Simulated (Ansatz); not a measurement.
# TiTe2: the band gap up the ladder of functionals

One table from this session's results is given with a row withheld; the runs are named, their logs left out.

The runs shown are made with Ansatz 0.2.0. PAW datasets, plane waves. Note: simulated data, non-magnetic, for a generated structure that need not be the stable one.

**The cell**

The cell was relaxed beforehand with r2SCAN.

The sheet's in-plane cell has a = 3.767 Å, b = 3.767 Å (γ = 120.0°), and its outermost atoms lie 3.52 Å apart along the normal. Ti has 6 Te at 2.80 Å; Te has 3 Ti at 2.80 Å.

Structure file:

```
Ti Te
1.0
     3.76738    0.00000    0.00000
    -1.88369    3.26265    0.00000
     0.00000    0.00000   31.57399
Ti Te
1 2
Direct
  0.33333 0.66667 0.28504
  0.66667 0.33333 0.34085
  0.66667 0.33333 0.22924
```
Two periodic directions, a and b.

The first run:

Input file input.yaml:

```yaml
crystal:
  lattice:
    - [3.7673810846, 0.0, 0.0]
    - [-1.8836905423, 3.262647725, 0.0]
    - [0.0, 0.0, 31.5739865632]
  atoms:
    - { symbol: Ti, position: [0.3333333333, 0.6666666667, 0.2850447783] }
    - { symbol: Te, position: [0.6666666667, 0.3333333333, 0.3408505278] }
    - { symbol: Te, position: [0.6666666667, 0.3333333333, 0.2292390288] }
  periodic: [true, true, false]
kpoints:
  mp_grid: { grid: [12, 12, 1] }
  band_path:
    path:
      - [0, 0, 0]
      - [0.5, 0, 0]
      - [0.3333333333333, 0.3333333333333, 0]
      - [0, 0, 0]
    npoints: 10
hamiltonian:
  xc: pbe
scf:
  occupations: { method: fermi_dirac, width: 0.02 }
  n_extra_bands: 4
output:
  forces: true
  stress: true
  eigenvalues: true
  write_density: true
  write_potential: true
  elf: true
  volumetric_format: npy
```

Started as:

```console
$ ansatz run input.yaml --threads 2 --pin off --max-ram 20275MiB --backend cpu --events-out ev --progress --plain --runs-dir out
```

Steps of the session up to this table: Band structure with PBE; r2SCAN at the same geometry; HSE06; Single point with PBE+SOC; Single point with PBE0; Single point with LDA; HSE06+SOC at the same geometry; LC-ωPBE; r2SCAN0 at the same geometry.

One of the session's tables, all rows but one given; the rest of the session is left out.

```
    level  gap (eV)
      PBE      0.25
   r2SCAN      0.56
    HSE06      1.06
  PBE+SOC         ?
     PBE0      1.74
      LDA      0.18
HSE06+SOC      0.91
  LC-ωPBE      5.56
  r2SCAN0      1.97
```

**Question.** Estimate the row for PBE+SOC.

The run gave: gap (eV): 0.13. In the column «gap (eV)» it is the lowest.

Meshes: PBE 12×12×1, r2SCAN 12×12×1, HSE06 6×6×1, PBE+SOC 12×12×1, PBE0 6×6×1, LDA 12×12×1, HSE06+SOC 6×6×1, LC-ωPBE 6×6×1, r2SCAN0 6×6×1.

What this shows: The gap runs from 0.13 eV (PBE+SOC) to 5.56 eV (LC-ωPBE). Against HSE06, PBE is short by 0.81 eV, at 24 % of it, and r2SCAN 52 %. PBE0 lies 0.68 eV above HSE06, which differs from it by screening the long-range exchange.

Caveats from the session: Warnings in the runs' records: stress exchange threshold loose, stress scf threshold loose, xc potential rough in thin density.
